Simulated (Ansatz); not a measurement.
# Carbon, diamond under LDA: from relaxation to bulk modulus, part 2 of 3

What does LDA give for carbon in the diamond structure? We relax it, solve it on a dense k-mesh, switch on spin-orbit coupling, then scale the cell to 7 volumes from 88 to 112 % of the relaxed one and try a fit of the equation of state. The k-meshes are 8×8×8 for the relaxation; 14×14×14 for the dense run; 11×11×11 for spin-orbit coupling; 13×13×13 for the volumes. It starts from a deposited cell (COD).

Ansatz 0.2.0; DFT, LDA (PW92), plane waves (420 eV) with PAW, scalar-relativistic. The steps go on from the part before.

## (3) Dense single point

Contents of input.yaml:

```yaml
crystal:
  lattice:
    - [0.0, 1.7658874545, 1.7658874545]
    - [1.7658874545, 0.0, 1.7658874545]
    - [1.7658874545, 1.7658874545, 0.0]
  atoms:
    - { symbol: C, position: [0.5, 0.5, 0.5] }
    - { symbol: C, position: [0.75, 0.75, 0.75] }
hamiltonian:
  xc: lda
  pseudopotentials:
    kind: paw
    azcp:
      C: "pseudopotentials/C.paw.azcp"
basis:
  ecutwfc: 420
  fft_grid_basis: typed
kpoints:
  mp_grid: { grid: [14, 14, 14], shift: [0, 0, 0] }
magnetization:
  spin_polarized: false
scf:
  occupations: { method: fermi_dirac, width: 0.05 }
output:
  write_density: true
  write_potential: true
  elf: true
  volumetric_format: npy
```

Standard output:

```text
Warning: <dir> the record states the generating functional pbe (its physics header spells it `PBE`), which answers neither for hamiltonian.xc's functional nor for the lda family's — results may be inconsistent (PPs are generated against a specific XC)
Warning: RAYON_NUM_THREADS=2 ignored (pool sized by the plan → 2); use --threads N
Engine: ansatz 0.2.0, aarch64-unknown-linux-gnu
Pseudopotentials: kind: paw
Pseudopotential: C, paw, valence charge 4, recommended cutoff 420 eV (normal), <dir>
Functional definition: SPW92
  exchange = slater_x
  correlation = pw_c
Crystal: 2 atoms, lattice volume = 11.013 Å³
Basis set: ecut = 420 eV, 181 PW (Γ)
Bands: 8, of which v1, the nominal top of the filled ones, is band 4 counted from 1 (3 counted from 0)
Symmetry: 48 space group operations
Space group: Fd-3m (ITA 227), of the structure as read, at distance tolerance 2.2e-5 Å
k-points: 104 of 2744
Non-local potential: C, projectors of the file, l = 0: 2, l = 1: 2, l = 2: 1
PAW form: soft (Blöchl's): semilocal exchange-correlation on the pseudo side does not see the compensation charge
PAW frozen core: C, regenerated for the run's functional, and the local potential with it (the file was generated under x = pbe(κ = 0.804, μ = 0.2195149727645171), c = pbe(β = 0.06672455060314922))
PAW one-centre angular grid: C, 110 points (default); XC on 64 Gauss nodes
Initial density: superposition of atomic densities (neutral atoms: chi_scale 0, normalization atom), corrected by the library's trained network
Initial wavefunctions: pseudopotential atomic-orbital guess
Functional: x = slater, c = lda
SCF iter   1: F=—  HF=-485.985928 eV  |F-HF|=—  |Δ(HF+E_count)|=         —  Δρ=7.50e-3  dr2=2.31e-3  ethr=1.77e-3  ⟨swp⟩=4.6  Hψ=5354  notcnv=0
preconditioner: auto → none  [insulator: Δε(μ)=4.161 eV  Ē_g=19.917 eV  σ=0.050 eV  W_gap=1.00  n_scr=0 (ndim 8)  ℏωp=31.6 eV  f_vac=0.000  D(μ)=0.00/eV (n_scr^D=0)  ε∞_Penn≈3.5]
SCF iter   2: F=—  HF=-485.985405 eV  |F-HF|=—  |Δ(HF+E_count)|=   5.23e-4  Δρ=3.53e-3  dr2=5.01e-4  ethr=2.89e-5  ⟨swp⟩=1.0  Hψ=1664  notcnv=0
SCF iter   3: F=—  HF=-485.985269 eV  |F-HF|=—  |Δ(HF+E_count)|=   1.36e-4  Δρ=9.87e-5  dr2=8.10e-7  ethr=6.26e-6  ⟨swp⟩=1.0  Hψ=832  notcnv=0
SCF iter   4: F=—  HF=-485.985269 eV  |F-HF|=—  |Δ(HF+E_count)|=   7.54e-7  Δρ=3.21e-5  dr2=6.76e-8  ethr=1.01e-8  ⟨swp⟩=2.8  Hψ=1229  notcnv=0
iter 5 did not close the SCF: its close was put off for the readings that it lacked (scf_convergence_deferred on its scf_iter line)
SCF iter   5: F=-485.985269 eV  HF=-485.985269 eV  |F-HF|=4.30e-9  |Δ(HF+E_count)|=   9.91e-9  Δρ=8.89e-6  dr2=7.33e-9  ethr=8.45e-10  ⟨swp⟩=2.0  Hψ=1248  notcnv=0
SCF iter   6: F=-485.985269 eV  HF=-485.985269 eV  |F-HF|=5.91e-12  |Δ(HF+E_count)|=   3.12e-9  Δρ=7.86e-7  dr2=1.83e-11  ethr=9.16e-11  ⟨swp⟩=1.0  Hψ=2530  notcnv=0
SCF 1 converged in 6 iterations: F = -485.985269 eV  dr2 = 1.83e-11
SCF converged after 6 iterations
Free energy (F): -485.985269 eV
Harris-Foulkes:  -485.985269 eV  (|F-HF|=5.91e-12)
Internal energy: -485.985269 eV  (E = F + TS)
E sigma→0 (E₀):  -485.985269 eV
Fermi energy:    15.669299 eV
--- Per-component energies (eV) ---
  E_band       = 36.059074
  E_kinetic    = 186.501153
  E_local      = -122.222660  (includes V_loc(G=0)·N_el)
  E_nonlocal   = 55.776662
  E_hartree    = 26.159691
  E_xc         = -97.210859
  E_vxc        = -121.032102  (∫ρ·V_xc dr)
  E_paw        = -183.708705  (= ΣΔE_a)
  E_vpaw       = -15.283359  (= ΣTr[D̂ρ^β])
  E_aug_tail   = 0.000017  (compensation charges beyond the density's cutoff)
  E_ewald      = -351.406232
  E_core_change = 0.125665  (= ΣΔE_core)
  E_smearing   = -0.000000  (= −TS)
  E_closure    = 0.000000  (closes the sum)
  Σ components = -485.985269   (vs F -485.985269, Δ=0.00e0)
--- Band table (eV; the first three rows and the last of 104) ---
  k-point 0: bands = ["-8.1262", "13.6024", "13.6024", "13.6024", "19.2258", "19.2258", "19.2258", "27.7748"]
  k-point 1: bands = ["-7.9824", "12.6516", "13.3496", "13.3496", "19.5505", "19.5505", "19.8077", "27.8557"]
  k-point 2: bands = ["-7.5517", "10.5814", "12.7639", "12.7639", "20.3125", "20.3125", "20.8441", "28.0901"]
  k-point 103: bands = ["1.5897", "1.5897", "5.0918", "5.0918", "23.4867", "23.4867", "26.9557", "26.9557"]
```

It took 0.52 s on 2 threads of an Arm CPU, shared host; peak memory 0.24 GiB.

The maps below are laid out on this run's own conventional cell (a, b, c = 3.532, 3.532, 3.532 Å).

Density in a lattice plane of the grid's cell (edges 3.53 and 3.53 Å, at 0.000 of the third edge), which holds C.

Values in e/Å³, 12 rows by 12 columns:
```
0.13 0.17 0.29 0.58 1.10 1.62 1.76 1.62 1.10 0.58 0.29 0.17
0.25 0.29 0.38 0.57 0.84 1.10 1.21 1.10 0.84 0.57 0.38 0.29
0.58 0.58 0.57 0.56 0.57 0.58 0.58 0.58 0.57 0.56 0.57 0.58
1.21 1.10 0.84 0.57 0.38 0.29 0.25 0.29 0.38 0.57 0.84 1.10
1.77 1.62 1.10 0.58 0.29 0.17 0.13 0.17 0.29 0.58 1.10 1.62
1.83 1.77 1.21 0.58 0.25 0.13 0.10 0.13 0.25 0.58 1.21 1.76
1.76 1.62 1.10 0.58 0.29 0.17 0.13 0.17 0.29 0.58 1.10 1.62
1.21 1.10 0.84 0.57 0.38 0.29 0.25 0.29 0.38 0.57 0.84 1.10
0.58 0.58 0.57 0.56 0.57 0.58 0.58 0.58 0.57 0.56 0.57 0.58
0.25 0.29 0.38 0.57 0.84 1.10 1.21 1.10 0.84 0.57 0.38 0.29
0.13 0.17 0.29 0.58 1.10 1.62 1.77 1.62 1.10 0.58 0.29 0.17
0.10 0.13 0.25 0.58 1.21 1.76 1.83 1.77 1.21 0.58 0.25 0.13
```
Columns run along the first of these edges and rows up along the second, over one cell in 12 and 12 even steps from the bottom left corner. Atoms in the plane (fractional): C at (0.00, 0.50), C at (0.50, 0.00).

ELF in the same plane.

Ten even steps from '0' (0.01) to '9' (0.74):
```
000124689742024798642100
001124789975457998742110
112235789998789998753221
334455678988888987655443
666776667766666776667766
888987655443334455678988
789998753221112235789998
457998742110001124789975
024798642100000124689742
003688641000000014678630
024798642100000124689742
457998742110001124789975
789998753221112235789998
888987655443334455678988
666776667766666776667766
334455678988888987655443
112235789998789998753221
001124789975457998742110
000124689742024798642100
000014678630003688641000
```
Columns run along the first of these edges and rows up along the second, over one cell in 24 and 20 even steps from the bottom left corner. Atoms in the plane (fractional): C at (0.00, 0.50), C at (0.50, 0.00).

Both are smooth fields of the valence electrons: close to the nuclei they are not physical.

Maxima of ELF outside the ion cores: 0.94 on the C–C line, 0.7 Å from C.

## (4) Spin-orbit coupling switched on

input.yaml: that of step 3 with these lines changed.

```diff
@@ -11,3 +11,3 @@
   pseudopotentials:
-    kind: paw
+    kind: paw_fr
     azcp:
@@ -18,11 +18,7 @@
 kpoints:
-  mp_grid: { grid: [14, 14, 14], shift: [0, 0, 0] }
+  mp_grid: { grid: [11, 11, 11], shift: [0, 0, 0] }
 magnetization:
-  spin_polarized: false
+  noncollinear: true
+  spin_orbit: true
 scf:
   occupations: { method: fermi_dirac, width: 0.05 }
-output:
-  write_density: true
-  write_potential: true
-  elf: true
-  volumetric_format: npy
```

Standard output (excerpt; [...] marks lines left out):

```text
Warning: <dir> the record states the generating functional pbe (its physics header spells it `PBE`), which answers neither for hamiltonian.xc's functional nor for the lda family's — results may be inconsistent (PPs are generated against a specific XC)
Warning: RAYON_NUM_THREADS=2 ignored (pool sized by the plan → 2); use --threads N
[...]
Pseudopotentials: kind: paw_fr
Pseudopotential: C, paw_fr, valence charge 4, recommended cutoff 420 eV (normal), <dir>
[... 1 set-up line as earlier in the session ...]
[...]
SCF iter   6: F=-485.986210 eV  HF=-485.986210 eV  |F-HF|=9.66e-13  |Δ(HF+E_count)|=   2.62e-8  Δρ=1.15e-6  dr2=4.72e-11  dr2_m=0.00e0 (ungated)  ethr=3.32e-10  |M|=0.00e0 ∫|m|=0.00e0 μB  |m|>n=0.0e0 m-floor=0.0e0 τ_xc=0.0e0  ⟨swp⟩=1.0  Hψ=985  notcnv=0
[...]
SCF converged after 6 iterations
Magnetization: |M| = 0.0000 μB,  M = (+0.0000, +0.0000, +0.0000) μB
Absolute magnetization: 0.0000 μB (∫|m|)
  site 0: m = (+0.0000, +0.0000, +0.0000) μB, |m| = 0.0000 μB  (R = 0.63 Å)
  site 1: m = (+0.0000, +0.0000, +0.0000) μB, |m| = 0.0000 μB  (R = 0.63 Å)
Free energy (F): -485.986210 eV
[...]
E sigma→0 (E₀):  -485.986210 eV
Fermi energy:    15.669692 eV
[...]
```

It took 0.79 s on 2 threads of an Arm CPU, shared host; peak memory 0.23 GiB.

With and without spin-orbit coupling:

```tsv
	scalar-relativistic	with spin-orbit coupling
k-mesh	14×14×14	11×11×11
gap on the mesh	4.17 eV	4.17 eV
```

The meshes differ, so small differences between the columns need not come from spin-orbit coupling.

## (5) At 88 % of the relaxed volume

Contents of input.yaml:

```yaml
crystal:
  lattice:
    - [0.0, 1.6922216429, 1.6922216429]
    - [1.6922216429, 0.0, 1.6922216429]
    - [1.6922216429, 1.6922216429, 0.0]
  atoms:
    - { symbol: C, position: [0.5, 0.5, 0.5] }
    - { symbol: C, position: [0.75, 0.75, 0.75] }
hamiltonian:
  xc: lda
  pseudopotentials:
    kind: paw
    azcp:
      C: "pseudopotentials/C.paw.azcp"
basis:
  ecutwfc: 420
  fft_grid_basis: typed
kpoints:
  mp_grid: { grid: [13, 13, 13], shift: [0, 0, 0] }
magnetization:
  spin_polarized: false
scf:
  occupations: { method: fermi_dirac, width: 0.05 }
  lower_state_search: "off"
output:
  stress: true
```

Standard output (excerpt; [...] marks lines left out):

```text
Warning: <dir> the record states the generating functional pbe (its physics header spells it `PBE`), which answers neither for hamiltonian.xc's functional nor for the lda family's — results may be inconsistent (PPs are generated against a specific XC)
Warning: RAYON_NUM_THREADS=2 ignored (pool sized by the plan → 2); use --threads N
[...]
[... 3 set-up lines as earlier in the session ...]
[...]
Crystal: 2 atoms, lattice volume = 9.692 Å³
Basis set: ecut = 420 eV, 169 PW (Γ)
[...]
k-points: 84 of 2197
[...]
SCF iter   1: F=—  HF=-485.706458 eV  |F-HF|=—  |Δ(HF+E_count)|=         —  Δρ=1.07e-2  dr2=6.23e-3  ethr=1.77e-3  ⟨swp⟩=4.7  Hψ=4349  notcnv=0
[...]
SCF iter   6: F=-485.704188 eV  HF=-485.704188 eV  |F-HF|=2.34e-11  |Δ(HF+E_count)|=  1.46e-11  Δρ=1.94e-6  dr2=8.25e-11  ethr=5.32e-12  ⟨swp⟩=1.0  Hψ=1774  notcnv=0
[...]
SCF converged after 6 iterations
Free energy (F): -485.704188 eV
[...]
E sigma→0 (E₀):  -485.704188 eV
Fermi energy:    18.301548 eV
[...]
--- Stress (GPa, compression-positive) ---
       75.203313      -0.000000       0.000000
       -0.000000      75.203313      -0.000000
        0.000000       0.000000      75.203313
  P = ⅓ Tr σ = 75.2033 GPa (752.033 kbar)
```

Wall time 0.38 s (2 threads of an Arm CPU, shared host); peak memory 0.24 GiB.

## (6) At 92 % of the relaxed volume

input.yaml: that of step 5 with these lines changed.

```diff
@@ -2,5 +2,5 @@
   lattice:
-    - [0.0, 1.6922216429, 1.6922216429]
-    - [1.6922216429, 0.0, 1.6922216429]
-    - [1.6922216429, 1.6922216429, 0.0]
+    - [0.0, 1.7174824066, 1.7174824066]
+    - [1.7174824066, 0.0, 1.7174824066]
+    - [1.7174824066, 1.7174824066, 0.0]
   atoms:
```

Standard output (excerpt; [...] marks lines left out):

```text
Warning: <dir> the record states the generating functional pbe (its physics header spells it `PBE`), which answers neither for hamiltonian.xc's functional nor for the lda family's — results may be inconsistent (PPs are generated against a specific XC)
Warning: RAYON_NUM_THREADS=2 ignored (pool sized by the plan → 2); use --threads N
[...]
[... 3 set-up lines as earlier in the session ...]
[...]
Crystal: 2 atoms, lattice volume = 10.132 Å³
Basis set: ecut = 420 eV, 181 PW (Γ)
[...]
k-points: 84 of 2197
[...]
SCF iter   1: F=—  HF=-485.869909 eV  |F-HF|=—  |Δ(HF+E_count)|=         —  Δρ=9.25e-3  dr2=4.31e-3  ethr=1.77e-3  ⟨swp⟩=4.6  Hψ=4338  notcnv=0
[...]
SCF iter   6: F=-485.868486 eV  HF=-485.868486 eV  |F-HF|=3.98e-13  |Δ(HF+E_count)|=  1.02e-10  Δρ=2.24e-7  dr2=1.18e-12  ethr=3.98e-12  ⟨swp⟩=1.1  Hψ=1719  notcnv=0
[...]
SCF converged after 6 iterations
Free energy (F): -485.868486 eV
[...]
E sigma→0 (E₀):  -485.868486 eV
Fermi energy:    17.357078 eV
[...]
--- Stress (GPa, compression-positive) ---
       45.288424       0.000000       0.000000
        0.000000      45.288424      -0.000000
        0.000000       0.000000      45.288424
  P = ⅓ Tr σ = 45.2884 GPa (452.884 kbar)
```

Run time: 0.41 s. Hardware: 2 threads of an Arm CPU, shared host; peak memory 0.24 GiB.

## (7) At 96 % of the relaxed volume

input.yaml: that of step 6 with these lines changed.

```diff
@@ -2,5 +2,5 @@
   lattice:
-    - [0.0, 1.7174824066, 1.7174824066]
-    - [1.7174824066, 0.0, 1.7174824066]
-    - [1.7174824066, 1.7174824066, 0.0]
+    - [0.0, 1.7420211848, 1.7420211848]
+    - [1.7420211848, 0.0, 1.7420211848]
+    - [1.7420211848, 1.7420211848, 0.0]
   atoms:
@@ -26 +26,5 @@
   stress: true
+  write_density: true
+  write_potential: true
+  elf: true
+  volumetric_format: npy
```

Standard output (excerpt; [...] marks lines left out):

```text
Warning: <dir> the record states the generating functional pbe (its physics header spells it `PBE`), which answers neither for hamiltonian.xc's functional nor for the lda family's — results may be inconsistent (PPs are generated against a specific XC)
Warning: RAYON_NUM_THREADS=2 ignored (pool sized by the plan → 2); use --threads N
[...]
[... 3 set-up lines as earlier in the session ...]
[...]
Crystal: 2 atoms, lattice volume = 10.573 Å³
Basis set: ecut = 420 eV, 181 PW (Γ)
[...]
SCF iter   6: F=-485.957894 eV  HF=-485.957894 eV  |F-HF|=2.13e-10  |Δ(HF+E_count)|=   1.29e-9  Δρ=2.04e-6  dr2=3.58e-10  ethr=4.13e-11  ⟨swp⟩=3.9  Hψ=2841  notcnv=0
[...]
SCF converged after 6 iterations
Free energy (F): -485.957894 eV
[...]
E sigma→0 (E₀):  -485.957894 eV
Fermi energy:    16.482874 eV
[...]
--- Stress (GPa, compression-positive) ---
       20.519482      -0.000000      -0.000000
       -0.000000      20.519482      -0.000000
        0.000000      -0.000000      20.519482
  P = ⅓ Tr σ = 20.5195 GPa (205.195 kbar)
--- Band table (eV; the first three rows and the last of 84) ---
  k-point 0: bands = ["-7.9271", "14.3621", "14.3621", "14.3621", "20.1017", "20.1017", "20.1017", "29.4927"]
[...]
```

It took 0.52 s on 2 threads of an Arm CPU, shared host; peak memory 0.24 GiB.

## (8) At 100 % of the relaxed volume

input.yaml: that of step 7 with these lines changed.

```diff
@@ -2,5 +2,5 @@
   lattice:
-    - [0.0, 1.7420211848, 1.7420211848]
-    - [1.7420211848, 0.0, 1.7420211848]
-    - [1.7420211848, 1.7420211848, 0.0]
+    - [0.0, 1.7658874545, 1.7658874545]
+    - [1.7658874545, 0.0, 1.7658874545]
+    - [1.7658874545, 1.7658874545, 0.0]
   atoms:
@@ -26,5 +26 @@
   stress: true
-  write_density: true
-  write_potential: true
-  elf: true
-  volumetric_format: npy
```

Standard output (excerpt; [...] marks lines left out):

```text
Warning: <dir> the record states the generating functional pbe (its physics header spells it `PBE`), which answers neither for hamiltonian.xc's functional nor for the lda family's — results may be inconsistent (PPs are generated against a specific XC)
Warning: RAYON_NUM_THREADS=2 ignored (pool sized by the plan → 2); use --threads N
[...]
[... 3 set-up lines as earlier in the session ...]
[...]
Crystal: 2 atoms, lattice volume = 11.013 Å³
Basis set: ecut = 420 eV, 181 PW (Γ)
[...]
k-points: 84 of 2197
[...]
SCF iter   1: F=—  HF=-485.985890 eV  |F-HF|=—  |Δ(HF+E_count)|=         —  Δρ=7.50e-3  dr2=2.31e-3  ethr=1.77e-3  ⟨swp⟩=4.6  Hψ=4317  notcnv=0
[...]
SCF iter   6: F=-485.985230 eV  HF=-485.985230 eV  |F-HF|=6.54e-12  |Δ(HF+E_count)|=   3.12e-9  Δρ=7.81e-7  dr2=1.90e-11  ethr=9.15e-11  ⟨swp⟩=1.0  Hψ=2036  notcnv=0
[...]
SCF converged after 6 iterations
Free energy (F): -485.985230 eV
[...]
E sigma→0 (E₀):  -485.985230 eV
Fermi energy:    15.671459 eV
[...]
--- Stress (GPa, compression-positive) ---
       -0.022530      -0.000000      -0.000000
       -0.000000      -0.022530      -0.000000
        0.000000       0.000000      -0.022530
  P = ⅓ Tr σ = -0.0225 GPa (-0.225 kbar)
```

It took 0.43 s on 2 threads of an Arm CPU, shared host; peak memory 0.24 GiB.

## (9) At 104 % of the relaxed volume

input.yaml: that of step 8 with these lines changed.

```diff
@@ -2,5 +2,5 @@
   lattice:
-    - [0.0, 1.7658874545, 1.7658874545]
-    - [1.7658874545, 0.0, 1.7658874545]
-    - [1.7658874545, 1.7658874545, 0.0]
+    - [0.0, 1.7891254806, 1.7891254806]
+    - [1.7891254806, 0.0, 1.7891254806]
+    - [1.7891254806, 1.7891254806, 0.0]
   atoms:
```

Standard output (excerpt; [...] marks lines left out):

```text
Warning: <dir> the record states the generating functional pbe (its physics header spells it `PBE`), which answers neither for hamiltonian.xc's functional nor for the lda family's — results may be inconsistent (PPs are generated against a specific XC)
Warning: RAYON_NUM_THREADS=2 ignored (pool sized by the plan → 2); use --threads N
[...]
[... 3 set-up lines as earlier in the session ...]
[...]
Crystal: 2 atoms, lattice volume = 11.454 Å³
Basis set: ecut = 420 eV, 229 PW (Γ)
[...]
k-points: 84 of 2197
[...]
SCF iter   1: F=—  HF=-485.961656 eV  |F-HF|=—  |Δ(HF+E_count)|=         —  Δρ=7.03e-3  dr2=1.92e-3  ethr=1.77e-3  ⟨swp⟩=4.6  Hψ=4319  notcnv=0
[...]
SCF iter   6: F=-485.961049 eV  HF=-485.961049 eV  |F-HF|=5.29e-12  |Δ(HF+E_count)|=  4.45e-10  Δρ=6.00e-7  dr2=1.40e-11  ethr=1.25e-11  ⟨swp⟩=1.0  Hψ=2034  notcnv=0
[...]
SCF converged after 6 iterations
Free energy (F): -485.961049 eV
[...]
E sigma→0 (E₀):  -485.961049 eV
Fermi energy:    14.912711 eV
[...]
--- Stress (GPa, compression-positive) ---
      -17.064263      -0.000000      -0.000000
       -0.000000     -17.064263       0.000000
        0.000000      -0.000000     -17.064263
  P = ⅓ Tr σ = -17.0643 GPa (-170.643 kbar)
```

It took 0.4 s on 2 threads of an Arm CPU, shared host; peak memory 0.24 GiB.

## (10) At 108 % of the relaxed volume

input.yaml: that of step 9 with these lines changed.

```diff
@@ -2,5 +2,5 @@
   lattice:
-    - [0.0, 1.7891254806, 1.7891254806]
-    - [1.7891254806, 0.0, 1.7891254806]
-    - [1.7891254806, 1.7891254806, 0.0]
+    - [0.0, 1.811775043, 1.811775043]
+    - [1.811775043, 0.0, 1.811775043]
+    - [1.811775043, 1.811775043, 0.0]
   atoms:
```

Standard output (excerpt; [...] marks lines left out):

```text
Warning: <dir> the record states the generating functional pbe (its physics header spells it `PBE`), which answers neither for hamiltonian.xc's functional nor for the lda family's — results may be inconsistent (PPs are generated against a specific XC)
Warning: RAYON_NUM_THREADS=2 ignored (pool sized by the plan → 2); use --threads N
[...]
[... 3 set-up lines as earlier in the session ...]
[...]
Crystal: 2 atoms, lattice volume = 11.894 Å³
Basis set: ecut = 420 eV, 259 PW (Γ)
[...]
k-points: 84 of 2197
[...]
SCF iter   1: F=—  HF=-485.894682 eV  |F-HF|=—  |Δ(HF+E_count)|=         —  Δρ=6.66e-3  dr2=1.73e-3  ethr=1.77e-3  ⟨swp⟩=4.7  Hψ=4301  notcnv=0
[...]
SCF iter   6: F=-485.894103 eV  HF=-485.894103 eV  |F-HF|=1.31e-12  |Δ(HF+E_count)|=   2.32e-9  Δρ=2.96e-7  dr2=3.53e-12  ethr=7.39e-11  ⟨swp⟩=1.0  Hψ=2037  notcnv=0
[...]
SCF converged after 6 iterations
Free energy (F): -485.894103 eV
[...]
E sigma→0 (E₀):  -485.894103 eV
Fermi energy:    14.202519 eV
[...]
--- Stress (GPa, compression-positive) ---
      -31.220607      -0.000000       0.000000
        0.000000     -31.220607       0.000000
        0.000000      -0.000000     -31.220607
  P = ⅓ Tr σ = -31.2206 GPa (-312.206 kbar)
```

Wall time 0.38 s (2 threads of an Arm CPU, shared host); peak memory 0.24 GiB.

## (11) At 112 % of the relaxed volume

input.yaml: that of step 10 with these lines changed.

```diff
@@ -2,5 +2,5 @@
   lattice:
-    - [0.0, 1.811775043, 1.811775043]
-    - [1.811775043, 0.0, 1.811775043]
-    - [1.811775043, 1.811775043, 0.0]
+    - [0.0, 1.8338720384, 1.8338720384]
+    - [1.8338720384, 0.0, 1.8338720384]
+    - [1.8338720384, 1.8338720384, 0.0]
   atoms:
```

Standard output (excerpt; [...] marks lines left out):

```text
Warning: <dir> the record states the generating functional pbe (its physics header spells it `PBE`), which answers neither for hamiltonian.xc's functional nor for the lda family's — results may be inconsistent (PPs are generated against a specific XC)
Warning: RAYON_NUM_THREADS=2 ignored (pool sized by the plan → 2); use --threads N
[...]
[... 3 set-up lines as earlier in the session ...]
[...]
Crystal: 2 atoms, lattice volume = 12.335 Å³
Basis set: ecut = 420 eV, 259 PW (Γ)
[...]
k-points: 84 of 2197
[...]
SCF iter   1: F=—  HF=-485.792196 eV  |F-HF|=—  |Δ(HF+E_count)|=         —  Δρ=6.32e-3  dr2=1.59e-3  ethr=1.77e-3  ⟨swp⟩=4.7  Hψ=4291  notcnv=0
[...]
SCF iter   6: F=-485.791608 eV  HF=-485.791608 eV  |F-HF|=3.64e-12  |Δ(HF+E_count)|=   4.20e-9  Δρ=3.52e-7  dr2=8.33e-12  ethr=1.30e-10  ⟨swp⟩=1.0  Hψ=2046  notcnv=0
[...]
SCF converged after 6 iterations
Free energy (F): -485.791608 eV
[...]
E sigma→0 (E₀):  -485.791608 eV
Fermi energy:    13.540287 eV
[...]
--- Stress (GPa, compression-positive) ---
      -42.961577      -0.000000       0.000000
       -0.000000     -42.961577      -0.000000
       -0.000000      -0.000000     -42.961577
  P = ⅓ Tr σ = -42.9616 GPa (-429.616 kbar)
```

Run time: 0.4 s. Hardware: 2 threads of an Arm CPU, shared host; peak memory 0.24 GiB.

## (12) Energy and pressure against volume

All volumes keep the relaxed shape and fractional coordinates.

```tsv
V (Å³/atom)	E − E₀ (meV/atom)	P from the stress (GPa)	P from the fit (GPa)	gap on the mesh (eV)
4.846	140.5	75.20	75.21	4.51
5.066	58.4	45.29	45.27	4.39
5.286	13.7	20.52	20.52	4.28
5.507	0.0	-0.02	0.00	4.18
5.727	12.1	-17.06	-17.04	4.09
5.947	45.6	-31.22	-31.21	4.01
6.167	96.8	-42.96	-43.00	3.92
```

Fit (Birch-Murnaghan, third order): V₀ = 5.507 Å³/atom, B₀ = 467 GPa, B₀′ = 3.6, largest residual 0.01 meV/atom.

(Continued in part 3 of 3.)
